Q: I have the volume of a strained SnTe crystal and would like its pressure, with pencil and paper only. These hybrid-functional results cover the rock-salt structure from strong squeezing to clear stretching. Can they be condensed into something that I can carry in my head?

Rock-salt SnTe under hydrostatic strain, calculated with Ansatz 0.2.0 using the HSE06 hybrid functional, PAW potentials, a 420 eV plane-wave cutoff, a 6×6×6 k mesh and fixed occupations, without spin polarisation or spin–orbit coupling. Pressures come from the stress tensor, are positive in compression and are rounded to 0.1 GPa.

| volume (Å³/atom) | shortest distance (Å) | pressure (GPa) |
| --- | --- | --- |
| 27.569 | 3.021 | 9.600 |
| 30.711 | 3.132 | 2.400 |
| 34.427 | 3.253 | -2.600 |
| 36.157 | 3.307 | -4.000 |
| 36.188 | 3.308 | -4.000 |
| 36.576 | 3.319 | -4.300 |

A: Begin with the shape of the trend. Volume is counted per atom, and a negative pressure means that the crystal has to be pulled outwards to stay at that size. What happens to the pressure from one row to the next?

Q: It falls, but ever more slowly; only the two nearly equal volumes show the same pressure after rounding. The first step, of about 3.1 Å³/atom, costs 7.2 GPa. The second step is longer and costs only 5.0 GPa. So a straight line won't do, and I'd like to know why.

A: Think of a tin atom and its tellurium neighbours. Bonding draws them together, while the overlap of their filled electron shells pushes them apart. At the resting volume the two balance. The repulsion changes much more steeply with distance than the attraction does, so each further bit of squeezing meets a stiffer crystal, and each further bit of stretching a softer one. The table shows the stiffening itself; that the repulsion causes it is the standard argument from theory.

Q: How do I put a number on "stiffer"?

A: With the bulk modulus $B=-V\,dP/dV$, where $V$ is the volume and $P$ the pressure. It tells how much the pressure rises for a given fractional loss of volume. Worked out with more digits of the pressure than the table prints, it averages 66 GPa between the two most compressed rows, at a pressure of about 6.0 GPa midway. Between the two most stretched rows it is only 25 GPa, at about −4.2 GPa.

Q: Then the modulus drops by 41 GPa while the pressure drops by 10.2 GPa. That is four units of modulus for each unit of pressure.

A: As an average over the range, yes. The second step has 44 GPa at about zero pressure, so the slope is 3.7 on the compressed side and 4.6 on the stretched side. Four is still a good number to remember. Many solids lie near it, and a theory of finite strain, in which the energy grows as the square of a suitably defined strain, gives exactly four at zero pressure. So write $B=B_0+4P$, with $B_0$ the modulus at zero pressure. That one line holds the physics of the rule; the rest is bookkeeping.

Q: Let me try the bookkeeping. I set the two expressions for $B$ equal, separate the variables and integrate from the resting volume $V_0$, where the pressure is zero:

$$\frac{dP}{B_0+4P}=-\frac{dV}{V}\quad\Rightarrow\quad P=\frac{B_0}{4}\left[\left(\frac{V_0}{V}\right)^4-1\right].$$

A fourth power is easy: I square the ratio of volumes twice. But where do $B_0$ and $V_0$ come from?

A: From two known pressures, best taken on either side of zero. Use the rows at 30.711 and 34.427 Å³/atom, with 2.4 and −2.6 GPa. The fourth power of their volume ratio is 1.579. The constant −1 in the bracket drops out when you subtract the two pressures, so

$$\frac{B_0}{4}\left(\frac{V_0}{34.427}\right)^4=\frac{2.4+2.6}{1.579-1}\approx 8.6\ \text{GPa}.$$

Q: At 34.427 Å³/atom the pressure is this term less $B_0/4$. Hence $B_0/4=8.6+2.6=11.2$ GPa, and the modulus at rest is about 45 GPa. The fourth root of $8.6/11.2$ is 0.936, which puts the resting volume at 32.2 Å³/atom.

A: That is the whole rule, with $V$ in Å³/atom:

$$P\approx 11.2\ \text{GPa}\times\left[\left(\frac{32.2}{V}\right)^4-1\right].$$

Now try it on a row that played no part in setting the two constants, though it did enter the moduli that suggested the four. Take the smallest volume, 27.569 Å³/atom.

Q: Step by step:

$$\frac{32.2}{27.569}=1.168,\qquad 1.168^2=1.364,\qquad 1.364^2\approx 1.861,$$

$$P\approx 11.2\times 0.861\approx 9.6\ \text{GPa}.$$

The table has 9.6 GPa as well.

A: The agreement is good to about one per cent. Now go to the other end, 36.576 Å³/atom, which likewise entered only through the four.

Q: The ratio is 0.880, its square 0.775 and its fourth power 0.601. The bracket is therefore −0.399, and the pressure comes out at −4.5 GPa. The table says −4.3 GPa, so here the rule pulls too hard.

A: By about four per cent of the tension. The reason can be read from the moduli. At this volume the rule still credits the crystal with 27 GPa, whereas the last two rows give 25 GPa. Under tension SnTe softens faster than four units per unit of pressure, and with its constants pinned to the two middle rows the rule passes the whole difference on to this end. Constants fitted to all six rows, with an exponent of 4.0, spread it out and miss by 0.06 GPa at worst.

Q: Would a constant modulus have served me nearly as well? It would save me the fourth power.

A: Close to the resting volume, yes. There a change of volume by one per cent shifts the pressure by about 0.45 GPa, and you need no more than that. Over the whole range it fails: set on the same two middle rows, a constant modulus gives a pressure 2.5 GPa too low at the smallest volume. The growth of the modulus with pressure is thus the one refinement worth its effort.

Q: What error should I quote for the rule?

A: About 0.2 GPa against these calculated pressures, judging by the six rows and only within their range. Quote it in gigapascals and not in per cent, because near the resting volume the pressure itself passes through zero. The most delicate constant is $V_0$. An error of 0.1 Å³/atom in it is 0.3 per cent of the volume, and with a modulus of 45 GPa this already makes 0.14 GPa near rest; at the smallest volume, where the rule's modulus is 83 GPa, it makes 0.26 GPa.

Q: Could I do better by keeping more digits?

A: Hardly, and at the compressed end the reference itself isn't sharp enough to tell. The energies of the same calculations offer a second route to the pressure, since the energy spent per volume removed is the mean pressure of a step. For the first step they give 5.5 GPa, where the rule gives 5.7 GPa. So I wouldn't argue over two tenths of a gigapascal there. Loosely converged stresses may play a part, but they affect every row, and in the last step stress and energy agree, at −4.18 and −4.17 GPa. A change in the electronic state within the first step, which we come to below, is another candidate.

Q: And the exponent? We took four from a few moduli and a theory.

A: A fit to all six rows with the exponent left free also returns 4.0. Don't read that as a measured property of SnTe, though. When each row in turn is left out and then predicted, the root-mean-square miss grows to 0.347 GPa. Expect most of that to come from the smallest volume: it is the only strongly compressed row, and without it the stretched rows, with their steeper slope, would pull the exponent above four. The printed output after this exchange has this fit and the row-by-row comparison.

Q: How far beyond the table may I go?

A: On the stretched side, not far. Put a huge volume into the formula and the pressure settles at −11.2 GPa, as if atoms far apart still pulled on each other with full strength. In a real crystal the tension passes through a maximum and then fades to nothing as the bonds give way. The rule has no such maximum, so it can't tell you when the crystal tears. The cells were also kept cubic, whereas SnTe is known to distort slightly to a rhombohedral form at low temperature; these rows can't show that.

Q: And on the compressed side?

A: There the formula is less of a worry than the crystal. SnTe is known to leave the rock-salt structure under a pressure of a few gigapascals. The calculation kept that structure, so 9.6 GPa is the pressure of rock salt held at that volume, probably not of the phase that a press would contain. Such a change of structure can bring a jump in volume, which no smooth rule can foresee.

Q: Do the electrons stay in the same state all the way?

A: Probably not. The band gap is only 0.06 eV at 30.711 Å³/atom and is wider again, 0.16 eV, at the smallest volume. From 34.427 down to 30.711 Å³/atom it shrinks by about 0.10 eV per Å³/atom, which would close it near 30 Å³/atom, so the filled and empty bands at the L point have most likely changed places by the smallest volume. Where that happens depends on spin-orbit coupling, which matters in so heavy a compound and was left out. On a coarse k mesh with fixed occupations such a swap is expected to lower the pressure by something like a few tenths of a gigapascal, and one row beyond it can't reveal the break. That row is also the one that pulls the slope down to four, so part of the neat agreement there may be luck.

Q: Suppose that I measure the volume of a sample and put it into the formula.

A: Then be careful with the 32.2. It is the resting volume of this calculation, which carries the error of the functional and has the nuclei at rest, whereas a warm sample is expanded by heat. The rule would report any mismatch between the two resting volumes as a pressure or a tension that isn't there. Use the sample's own volume at ambient pressure as $V_0$, so that only the ratio of volumes enters, and take the modulus of 45 GPa as the calculated estimate that it is.

Q: And for another crystal of this kind?

A: Keep the picture and replace the constants. Two pressures on either side of zero give you a new $B_0$ and $V_0$ by the steps you have just done. The four then becomes an assumption, and a third known pressure, well away from the other two, is the way to test it.

Output of the analysis:

```
prefactor B0/4 from the two middle rows (GPa): 11.19
volume at zero pressure from the two middle rows (Å³/atom): 32.24
bulk modulus B0 at zero pressure (GPa): 44.77
Hand rule and rivals in GPa:
     row  computed   ratio  square  fourth_power  hand_rule  hand_miss  Birch_miss  constant_modulus_miss
  27.569     9.562   1.168   1.364         1.861      9.643    0.08064     0.04432                 -2.451
  30.711     2.401   1.048   1.099         1.209      2.335   -0.06528   -2.62e-14                      0
  34.427    -2.585  0.9353  0.8748        0.7653     -2.629   -0.04366  -2.354e-14                      0
  36.157    -4.025  0.8906  0.7931         0.629     -4.155    -0.1306    -0.06918                -0.7006
  36.188    -4.047  0.8898  0.7917        0.6269     -4.179    -0.1323    -0.07027                -0.7156
  36.576    -4.314  0.8804   0.775        0.6007     -4.472    -0.1587    -0.08877                -0.9143
Steps from the previous row in GPa and gap of the row in eV:
     row  modulus  midway_pressure  mean_pressure_from_energies  mean_pressure_of_hand_rule      gap
  27.569      n/a              n/a                          n/a                         n/a   0.1623
  30.711    66.36            5.981                        5.494                       5.662  0.06252
  34.427    43.65         -0.09229                      -0.3514                     -0.3821   0.4443
  36.157    29.36           -3.305                       -3.339                      -3.423   0.5847
  36.188    26.19           -4.036                       -4.135                      -4.167    0.587
  36.576    25.01            -4.18                       -4.171                      -4.327   0.6154
largest miss of the hand rule (GPa): 0.1587
largest miss of the rule with unrounded constants (GPa): 0.1777
largest miss of the Birch form (GPa): 0.08877
largest miss of the constant modulus (GPa): 2.451
miss of the hand rule at the smallest volume (percent of the pressure): 0.8433
miss of the hand rule at the largest volume (percent of the tension): 3.679
modulus B0 + 4P by the hand rule at the smallest volume (GPa): 83.37
modulus B0 + 4P by the hand rule at the largest volume (GPa): 26.91
fit of p on 6 rows: constant -10.96 +/- 0.041, coefficient of (32/vol)**s 11.3 +/- 0.04, s 4.004; rms 0.0306, worst 34.427 0.0605, leave-one-out rms 0.347
```
